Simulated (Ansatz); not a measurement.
SiO2: eigenvalues along the path

```xyz
6
Lattice="4.2637 0.0000 0.0000 0.0000 4.2637 0.0000 0.0000 0.0000 2.6678" Properties=species:S:1:pos:R:3 pbc="T T T"
Si    0.0000    0.0000    0.0000
Si    2.1319    2.1319    1.3339
O     1.3077    1.3077    0.0000
O     0.8242    3.4395    1.3339
O     2.9560    2.9560    0.0000
O     3.4395    0.8242    1.3339
```

Atom numbers follow the list: Si1, Si2, O3, O4, O5, O6.

The cell comes from COD entry 9001276, which wasn't checked; take it as a given geometry. The listed cell was then made from it by scaling, straining or moving an atom.

Method: DFT, PBE, all-electron LAPW, scalar-relativistic (Ansatz 0.2.0).

Numerical set-up: a Γ-centred 6×6×9 k mesh, Fermi–Dirac smearing of 0.03 eV, basis error target 1 meV/atom, no spin polarisation.

Path points, in fractions of the reciprocal vectors: Γ (0.000, 0.000, 0.000), X (0.000, 0.500, 0.000), M (0.500, 0.500, 0.000), Z (0.000, 0.000, 0.500), R (0.000, 0.500, 0.500), A (0.500, 0.500, 0.500). Levels in eV from the valence-band top; bands 13 to 32, counted from the lowest band of the run. The gap is 5.02 eV, direct at Γ.

```
# k(1/Å) point b13 b14 b15 b16 b17 b18 b19 b20 b21 b22 b23 b24 b25 b26 b27 b28 b29 b30 b31 b32
0.000 Γ -22.15 -18.75 -18.75 -18.60 -10.58 -6.26 -6.26 -5.89 -5.00 -4.94 -2.91 -2.91 -2.40 -0.86 -0.86 0.00 5.02 6.85 8.47 8.47
0.147 - -22.10 -19.09 -18.73 -18.37 -10.51 -6.58 -6.24 -5.70 -4.96 -4.67 -3.01 -2.89 -2.37 -1.09 -0.88 -0.08 5.20 6.92 8.48 8.49
0.295 - -21.95 -19.55 -18.66 -18.20 -10.31 -7.20 -6.07 -5.28 -4.85 -4.23 -3.25 -2.84 -2.34 -1.67 -0.93 -0.30 5.65 7.14 8.55 8.56
0.442 - -21.72 -20.05 -18.55 -18.15 -9.99 -7.86 -5.69 -4.75 -4.68 -3.91 -3.54 -2.75 -2.43 -2.36 -1.00 -0.61 6.25 7.43 8.63 8.79
0.589 - -21.39 -20.54 -18.42 -18.19 -9.58 -8.49 -5.11 -4.44 -4.19 -3.92 -3.86 -3.17 -2.64 -2.42 -1.06 -0.90 6.86 7.58 8.80 9.07
0.737 X -20.99 -20.99 -18.29 -18.29 -9.07 -9.07 -4.43 -4.43 -4.16 -4.16 -3.69 -3.69 -2.52 -2.52 -1.05 -1.05 7.37 7.37 9.08 9.08
0.884 - -20.96 -20.96 -18.35 -18.35 -8.97 -8.97 -4.55 -4.55 -4.14 -4.14 -3.60 -3.60 -2.56 -2.56 -1.11 -1.11 7.33 7.33 9.16 9.16
1.032 - -20.87 -20.87 -18.53 -18.53 -8.68 -8.68 -4.85 -4.85 -4.06 -4.06 -3.39 -3.39 -2.66 -2.66 -1.29 -1.29 7.24 7.24 9.37 9.37
1.179 - -20.73 -20.73 -18.76 -18.76 -8.28 -8.28 -5.24 -5.24 -3.95 -3.95 -3.11 -3.11 -2.81 -2.81 -1.57 -1.57 7.17 7.17 9.63 9.63
1.326 - -20.59 -20.59 -18.97 -18.97 -7.88 -7.88 -5.62 -5.62 -3.83 -3.83 -2.95 -2.95 -2.77 -2.77 -1.92 -1.92 7.13 7.13 9.85 9.85
1.474 M -20.53 -20.53 -19.06 -19.06 -7.70 -7.70 -5.80 -5.80 -3.77 -3.77 -3.02 -3.02 -2.50 -2.50 -2.19 -2.19 7.12 7.12 9.93 9.93
1.682 - -20.82 -20.44 -19.03 -18.78 -8.31 -7.67 -5.90 -5.13 -4.00 -3.71 -3.20 -3.01 -2.82 -2.53 -2.02 -1.61 6.99 7.28 9.64 9.89
1.890 - -21.33 -20.17 -18.96 -18.36 -9.25 -7.55 -6.12 -4.39 -4.12 -4.08 -3.55 -2.98 -2.57 -2.53 -1.62 -1.02 6.62 7.52 8.95 9.62
2.099 - -21.77 -19.74 -18.86 -18.14 -10.00 -7.23 -6.30 -4.91 -4.71 -3.89 -3.31 -2.95 -2.36 -2.08 -1.22 -0.52 6.04 7.36 8.40 9.11
2.307 - -22.05 -19.22 -18.78 -18.27 -10.44 -6.69 -6.33 -5.57 -4.92 -4.47 -3.05 -2.92 -2.36 -1.25 -0.95 -0.14 5.35 7.00 8.37 8.65
2.516 Γ -22.15 -18.75 -18.75 -18.60 -10.58 -6.26 -6.26 -5.89 -5.00 -4.94 -2.91 -2.91 -2.40 -0.86 -0.86 0.00 5.02 6.85 8.47 8.47
2.751 - -22.02 -18.69 -18.69 -18.58 -10.53 -6.15 -6.15 -5.75 -5.40 -5.10 -3.38 -3.38 -2.93 -0.95 -0.95 -0.10 5.52 7.55 9.04 9.04
2.987 - -21.64 -18.54 -18.50 -18.50 -10.39 -6.20 -5.82 -5.82 -5.73 -5.32 -4.43 -4.43 -3.92 -1.23 -1.23 -0.43 6.49 9.06 10.06 10.35
3.222 - -21.04 -18.62 -18.25 -18.25 -10.23 -6.92 -6.71 -5.60 -5.60 -5.30 -5.30 -4.73 -4.65 -1.69 -1.69 -1.01 7.25 9.93 10.30 11.60
3.458 - -20.31 -18.95 -18.03 -18.03 -9.94 -8.24 -6.63 -6.41 -6.41 -5.44 -4.76 -4.76 -3.78 -2.24 -2.24 -1.84 7.83 9.44 11.18 12.06
3.693 Z -19.55 -19.55 -17.94 -17.94 -9.29 -9.29 -6.71 -6.71 -6.12 -6.12 -4.46 -4.46 -2.80 -2.80 -2.54 -2.54 8.57 8.57 12.07 12.07
3.841 - -19.54 -19.54 -17.96 -17.96 -9.29 -9.29 -6.74 -6.74 -6.29 -6.29 -4.28 -4.28 -2.78 -2.78 -2.47 -2.47 8.56 8.56 11.38 11.38
3.988 - -19.49 -19.49 -18.02 -18.02 -9.29 -9.29 -6.97 -6.97 -6.45 -6.45 -3.96 -3.96 -2.71 -2.71 -2.26 -2.26 8.52 8.52 10.62 10.62
4.135 - -19.42 -19.42 -18.09 -18.09 -9.25 -9.25 -7.36 -7.36 -6.42 -6.42 -3.79 -3.79 -2.54 -2.54 -1.96 -1.96 8.45 8.45 9.95 9.95
4.283 - -19.36 -19.36 -18.16 -18.16 -9.20 -9.20 -7.69 -7.69 -6.37 -6.37 -3.77 -3.77 -2.31 -2.31 -1.74 -1.74 8.39 8.39 9.48 9.48
4.430 R -19.33 -19.33 -18.18 -18.18 -9.17 -9.17 -7.81 -7.81 -6.34 -6.34 -3.78 -3.78 -2.21 -2.21 -1.65 -1.65 8.36 8.36 9.30 9.30
4.577 - -19.32 -19.32 -18.18 -18.18 -9.38 -9.38 -7.64 -7.64 -6.36 -6.36 -3.66 -3.66 -2.24 -2.24 -1.63 -1.63 8.01 8.01 9.63 9.63
4.725 - -19.31 -19.31 -18.17 -18.17 -9.77 -9.77 -7.51 -7.51 -6.17 -6.17 -3.49 -3.49 -2.23 -2.23 -1.57 -1.57 7.49 7.49 10.12 10.12
4.872 - -19.29 -19.29 -18.15 -18.15 -10.11 -10.11 -7.62 -7.62 -5.66 -5.66 -3.55 -3.55 -2.07 -2.07 -1.51 -1.51 7.06 7.06 10.48 10.48
5.020 - -19.27 -19.27 -18.14 -18.14 -10.34 -10.34 -7.76 -7.76 -5.03 -5.03 -3.89 -3.89 -1.85 -1.85 -1.47 -1.47 6.81 6.81 10.64 10.64
5.167 A -19.27 -19.27 -18.13 -18.13 -10.42 -10.42 -7.82 -7.82 -4.49 -4.49 -4.34 -4.34 -1.74 -1.74 -1.46 -1.46 6.72 6.72 10.63 10.63
5.375 - -19.30 -19.27 -18.16 -18.12 -10.36 -10.16 -7.74 -7.67 -5.64 -4.59 -4.36 -3.44 -1.95 -1.90 -1.59 -1.42 6.87 6.91 10.57 10.79
5.584 - -19.37 -19.30 -18.19 -18.07 -10.18 -9.49 -7.50 -7.30 -6.83 -4.92 -4.40 -3.00 -2.29 -2.23 -1.94 -1.55 7.28 7.56 10.25 11.23
5.792 - -19.46 -19.40 -18.12 -18.01 -9.86 -8.86 -7.46 -7.17 -6.90 -5.45 -4.43 -3.20 -2.59 -2.48 -2.35 -1.91 7.85 8.56 9.79 11.72
6.001 - -19.53 -19.51 -18.00 -17.96 -9.49 -9.09 -6.85 -6.79 -6.69 -5.96 -4.45 -3.89 -2.77 -2.68 -2.55 -2.33 8.36 8.73 10.60 12.01
6.209 Z -19.55 -19.55 -17.94 -17.94 -9.29 -9.29 -6.71 -6.71 -6.12 -6.12 -4.46 -4.46 -2.80 -2.80 -2.54 -2.54 8.57 8.57 12.07 12.07
6.487 - -20.27 -18.97 -18.05 -18.03 -9.88 -8.30 -6.84 -6.39 -6.39 -5.77 -4.53 -4.50 -3.67 -2.25 -2.22 -1.77 7.86 9.39 10.84 11.67
6.765 - -20.87 -19.02 -18.21 -18.12 -9.87 -7.31 -7.29 -6.31 -5.73 -5.41 -4.48 -4.10 -4.03 -1.78 -1.75 -0.99 7.44 9.78 10.16 11.05
7.042 - -21.23 -19.70 -18.34 -18.07 -9.66 -7.51 -6.92 -5.99 -5.11 -4.23 -4.08 -3.75 -3.54 -1.89 -1.38 -0.73 7.20 9.20 10.18 10.23
7.320 - -21.27 -20.43 -18.37 -18.16 -9.47 -8.39 -5.73 -4.98 -4.55 -3.84 -3.47 -3.34 -2.95 -2.48 -1.15 -0.91 7.18 8.07 9.33 9.60
7.598 X -20.99 -20.99 -18.29 -18.29 -9.07 -9.07 -4.43 -4.43 -4.16 -4.16 -3.69 -3.69 -2.52 -2.52 -1.05 -1.05 7.37 7.37 9.08 9.08
```
